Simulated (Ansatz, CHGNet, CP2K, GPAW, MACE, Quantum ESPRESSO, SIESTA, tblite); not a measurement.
# LaSb (Fm-3m) (64 atoms) in tblite

How near does tblite come to plane waves for LaSb (Fm-3m) (64 atoms)?

Calculated with tblite 0.8.0; the method is named at each step.

## Step 1: Starting point

The cell holds 64 atoms: 32 La and 32 Sb. Its edges and angles: a = 12.980 Å, b = 12.980 Å, c = 12.980 Å, α = 90.0°, β = 90.0°, γ = 90.0°. It derives from LaSb (Fm-3m), repeated 2×2×2. LaSb, space group Fm-3m, structure from the Crystallography Open Database, 2 x 2 x 2 conventional cells; every coordinate displaced by a Gaussian of 0.06 Å. Then every atom was moved at random, 0.05 Å r.m.s. a Cartesian component.

The yardstick, on the same geometry:

- method: Kohn-Sham DFT, PBE, PAW, plane waves (Ansatz 0.2.0); cutoff 420 eV, Γ point, fermi-dirac smearing of 0.05 eV; PAW set soft_2
- r.m.s. force component: 0.4425 eV/Å
- longest force: 1.712 eV/Å
- pressure: 2.239 GPa
- spacing of highest filled and lowest empty level: 0.2935 eV
- SCF cycles: 11
- time: 69 s on 4 threads of Arm Neoverse V1, shared host
- CPU time: 4.3 min

## Step 2: GFN1-xTB

Method: GFN1-xTB tight binding, diagonalisation.

File run.py:

```python
import numpy as np
from ase.io import read
from tblite.ase import TBLite

atoms = read("structure.xyz")
atoms.calc = TBLite(method="GFN1-xTB", electronic_temperature=580, accuracy=1.0, max_iterations=250, mixer_damping=0.1, verbosity=1)
energy = atoms.get_potential_energy()
forces = atoms.get_forces()
print(f"energy {energy:.6f} eV")
print("forces (eV/A)")
for i, (a, f) in enumerate(zip(atoms, forces)):
    print(f"{i:4d} {a.symbol:2s} {f[0]:10.5f} {f[1]:10.5f} {f[2]:10.5f}")
stress = -atoms.get_stress(voigt=False) * 160.21766
print("stress (GPa, compression positive)")
for row in stress:
    print(" ".join(f"{x:10.4f}" for x in row))
print("charges (e)")
print(np.array2string(atoms.get_charges(), precision=4, suppress_small=True, max_line_width=110, threshold=100000))
```

File structure.xyz:

```xyz
64
Lattice="12.98000 0.00000 0.00000 0.00000 12.98000 0.00000 0.00000 0.00000 12.98000" Properties=species:S:1:pos:R:3 pbc="T T T"
La 0.11280 12.97650 0.00350
La 12.96780 3.18296 3.23682
La 3.30873 12.92237 3.30964
La 3.34910 3.24747 0.07775
Sb 3.25824 0.08541 12.87577
Sb 0.00636 3.21216 12.95845
Sb 0.01973 0.07476 3.25227
Sb 3.20762 3.22358 3.26746
La 12.96170 12.88525 6.40083
La 12.96481 3.37986 9.70333
La 3.26551 12.92717 9.78562
La 3.21696 3.17634 6.42043
Sb 3.40517 12.90887 6.49818
Sb 12.86889 3.28485 6.39330
Sb 12.94651 12.95521 9.77173
Sb 3.22839 3.28225 9.68581
La 12.90848 6.49182 0.14382
La 0.05802 9.80964 3.45151
La 3.31626 6.48027 3.21424
La 3.33093 9.70216 0.01635
Sb 3.13662 6.43977 0.08035
Sb 0.14122 9.73176 0.20236
Sb 12.95586 6.42977 3.10832
Sb 3.27044 9.61831 3.27615
La 0.03141 6.45768 6.36293
La 12.97455 9.64829 9.80626
La 3.22579 6.37617 9.71722
La 3.21683 9.85571 6.54205
Sb 3.34482 6.39486 6.46144
Sb 0.03453 9.67373 6.46729
Sb 12.92471 6.48740 9.83118
Sb 3.24967 9.69256 9.64596
La 6.39745 0.04556 0.04206
La 6.37084 3.19996 3.17283
La 9.73837 0.00532 3.34611
La 9.69684 3.16258 0.13525
Sb 9.69243 12.89524 12.95819
Sb 6.59021 3.21800 12.90056
Sb 6.44769 12.90017 3.30055
Sb 9.61104 3.35260 3.14155
La 6.46326 0.19145 6.45872
La 6.46677 3.36143 9.61130
La 9.68412 0.13979 9.69749
La 9.77031 3.34066 6.63888
Sb 9.83663 0.03193 6.54633
Sb 6.43769 3.14596 6.51103
Sb 6.57424 12.86954 9.72877
Sb 9.77303 3.22060 9.79029
La 6.49260 6.55542 0.10202
La 6.57710 9.79575 3.30367
La 9.76797 6.52518 3.23903
La 9.65193 9.62934 0.06542
Sb 9.90413 6.53971 12.82956
Sb 6.59877 9.66854 12.95183
Sb 6.48779 6.61850 3.32366
Sb 9.78666 9.66608 3.23150
[... 4 atom lines left out ...]
Sb 9.66439 6.57048 6.44509
Sb 6.46365 9.61338 6.52946
Sb 6.28660 6.55853 9.71657
Sb 9.83326 9.73902 9.74616
```

The run is started by

```sh
OMP_NUM_THREADS=1 python run.py > output.txt
```

Output:

```text
------------------------------------------------------------
  cycle        total energy    energy error   density error
------------------------------------------------------------
      1     -93.04619545386  -9.2417074E+01   1.1602416E+00
      2     -108.9844676350  -1.5938272E+01   8.7494139E-01
      3     -164.9136306550  -5.5929163E+01   1.3885231E+00
      4     -108.5192088008   5.6394422E+01   8.5409459E-01
      5     -109.6977882834  -1.1785795E+00   8.2621228E-01
      6     -115.3488349185  -5.6510466E+00   8.9099401E-01
      7     -111.2957475014   4.0530874E+00   7.6895177E-01
      8     -118.5249553351  -7.2292078E+00   8.0082374E-01
      9     -115.7558214129   2.7691339E+00   6.9647701E-01
     10     -112.3877701879   3.3680512E+00   6.0354061E-01
     11     -110.7338833422   1.6538868E+00   5.8308487E-01
     12     -108.6993149899   2.0345684E+00   4.3288456E-01
     13     -119.3792862540  -1.0679971E+01   6.0796563E-01
     14     -116.4458008021   2.9334855E+00   5.0211379E-01
     15     -109.8400282987   6.6057725E+00   3.1121941E-01
     16     -111.1401388174  -1.3001105E+00   3.5738956E-01
     17     -109.9222924022   1.2178464E+00   2.0519561E-01
     18     -109.9542921071  -3.1999705E-02   3.2915929E-01
     19     -110.3504384444  -3.9614634E-01   2.0110874E-01
     20     -110.3014062051   4.9032239E-02   1.3220824E-01
     21     -110.2026226173   9.8783588E-02   1.3792831E-01
     22     -110.4090220677  -2.0639945E-01   1.0358483E-01
     23     -110.4304989733  -2.1476906E-02   9.6554875E-02
     24     -110.5659005354  -1.3540156E-01   6.5712835E-02
[...]
53     -110.6377916623  -3.7917009E-07   1.4866261E-04
     54     -110.6377918307  -1.6836754E-07   1.0886163E-04
     55     -110.6377919187  -8.7996014E-08   7.3247755E-05
     56     -110.6377919611  -4.2351360E-08   4.8220452E-05
     57     -110.6377919752  -1.4134557E-08   3.8227263E-05
     58     -110.6377919792  -3.9783856E-09   3.2532050E-05
     59     -110.6377919862  -7.0018871E-09   2.3823639E-05
     60     -110.6377919892  -3.0729410E-09   1.6749660E-05
------------------------------------------------------------
 total:                                   8.374 sec
energy -3010.607667 eV
forces (eV/A)
   0 La   -0.11371   -0.05162   -0.13072
   1 La   -0.12189    0.03744   -0.16569
   2 La   -0.06172   -0.14582   -0.13862
   3 La   -0.01569    0.08386   -0.08118
   4 Sb   -0.16771    0.11235    0.05766
   5 Sb    0.11575    0.19077   -0.01155
   6 Sb    0.01859    0.03523   -0.06636
   7 Sb   -0.35675   -0.00386    0.08281
   8 La    0.14026    0.01960    0.16359
   9 La    0.06844   -0.04390    0.00870
  10 La   -0.02161   -0.01367   -0.08331
  11 La   -0.15099   -0.06038    0.04036
  12 Sb    0.32168    0.00429   -0.04769
  13 Sb   -0.01357   -0.15573   -0.14038
  14 Sb   -0.10662    0.10943    0.02917
  15 Sb    0.08853   -0.00448    0.04377
  16 La    0.05342    0.05264   -0.13727
  17 La   -0.02328   -0.00734   -0.09624
  18 La   -0.09967    0.00322    0.00680
  19 La    0.07207   -0.03474   -0.18727
  20 Sb   -0.19772    0.07714    0.07073
  21 Sb   -0.03877   -0.21280    0.37534
  22 Sb    0.12101    0.09499   -0.12263
  23 Sb    0.12238   -0.18669    0.05002
[...]
56 La   -0.06786   -0.08583    0.01544
  57 La    0.10732   -0.03930   -0.16377
  58 La   -0.02248    0.03532   -0.02775
  59 La   -0.13388    0.05102    0.03461
  60 Sb   -0.06792    0.22382   -0.34176
  61 Sb   -0.07292   -0.10263    0.06027
  62 Sb   -0.34156    0.14496   -0.03829
  63 Sb   -0.11612    0.12435    0.08473
stress (GPa, compression positive)
  -15.4387     0.0085     0.0062
    0.0085   -15.4471     0.0173
    0.0062     0.0173   -15.4893
charges (e)
[ 0.1208  0.1137  0.103   0.1116 -0.118  -0.1098 -0.116  -0.1139  0.1075  0.1209  0.1132  0.1092 -0.1139
 -0.1153 -0.1127 -0.1138  0.129   0.1076  0.1159  0.1141 -0.1132 -0.1112 -0.1105 -0.1107  0.105   0.1219
  0.1178  0.1182 -0.109  -0.1189 -0.1125 -0.1139  0.1107  0.1018  0.1077  0.1162 -0.1108 -0.1153 -0.1159
 -0.113   0.1066  0.108   0.1281  0.1006 -0.1141 -0.1146 -0.1116 -0.1156  0.0983  0.1117  0.114   0.1212
 -0.1108 -0.1177 -0.11   -0.1147  0.1216  0.1237  0.1106  0.1134 -0.1154 -0.1055 -0.114  -0.1113]
```

It took 9.1 s on 1 thread of Arm Neoverse V1, shared host; peak memory 0.14 GiB.

Banners, paths, timers and routine set-up lines are dropped from the logs unmarked, and long logs keep their key lines alone; longer cuts are marked.

Compared with the plane-wave run:

| Quantity | Value |
| --- | --- |
| r.m.s. force component | 0.1332 eV/Å |
| r.m.s. difference of force components | 435.5 meV/Å |
| longest difference of force vectors | 1407 meV/Å |
| force difference over r.m.s. force | 98.4 % |
| slope of forces against the reference's | 0.0611 |
| correlation of force components | 0.2031 |
| pressure | -15.46 GPa |
| pressure difference | -17.7 GPa |

Length of the force difference by element (eV/Å):

```
element  atoms  mean  most
     La     32  0.65   1.3
     Sb     32  0.75   1.4
```

Local excerpt of 9 atoms (numbers count through the whole input) about La3, picked at random; x, y, z are measured from there.

```
atom      x      y      z  distance (Å)  bonds  Mulliken charge (e)      Fx      Fy  Fz (eV/Å)
 La3   0.00   0.00   0.00          0.00      6                 0.10  -0.062  -0.146     -0.139
Sb39   3.14  -0.02  -0.01          3.14      6                -0.12  -0.094   0.157      0.153
Sb13   0.10  -0.01   3.19          3.19      6                -0.11   0.322   0.004     -0.048
 Sb8  -0.10   3.28  -0.04          3.28      6                -0.11  -0.357  -0.004      0.083
 Sb7  -3.29   0.13  -0.06          3.29      6                -0.12   0.019   0.035     -0.066
Sb24  -0.04  -3.30  -0.03          3.30      6                -0.11   0.122  -0.187      0.050
 Sb5  -0.05   0.14  -3.41          3.42      6                -0.12  -0.168   0.112      0.058
La28  -0.09  -3.07   3.23          4.46      6                 0.12   0.066  -0.192     -0.061
La41   3.15   0.25   3.15          4.46      6                 0.11   0.229  -0.332      0.115
```

Atoms are counted from 1 here, from 0 in the log.

Forces lie 98 % from the reference's, at 0.035 times its CPU time (on 1 against 4 cores).

## Step 3: Summary of results

```
force difference from the reference : tblite GFN1-xTB, 98 %
its CPU time                        : 9 s
```

In words: Tight binding differs by 98 % (tblite GFN1-xTB); it is another model, with fitted parameters of its own, and the xTB methods hold dispersion. One electronic-structure run takes under half the reference's CPU time: tblite GFN1-xTB, at 98 % in 9 s against 4.3 min, too far off to be of use; its pressure misses by -17.7 GPa. Periodic xTB results under one method name differ between programs and library versions. The reference's pressure of 2.2 GPa belongs to a cell and atoms that aren't relaxed at this level. The electronic-structure runs sample only Γ, in a cell whose shortest periodic width is 13 Å. Spin–orbit coupling is left out, which matters for the levels of the heavy elements.

[Also dropped from logs without a mark: logging warnings of Python, and SIESTA's first energy breakdown and zero terms.]

[Logs are printed without paths, hosts, clocks, repeated set-up lines and the standing remarks that a program may print on its own settings, such as how far it seeks lower states.]

[Hosts, paths, dates, database ids (printed as entryN), source tags and the programs' standing remarks are cut or masked in the printed files.]
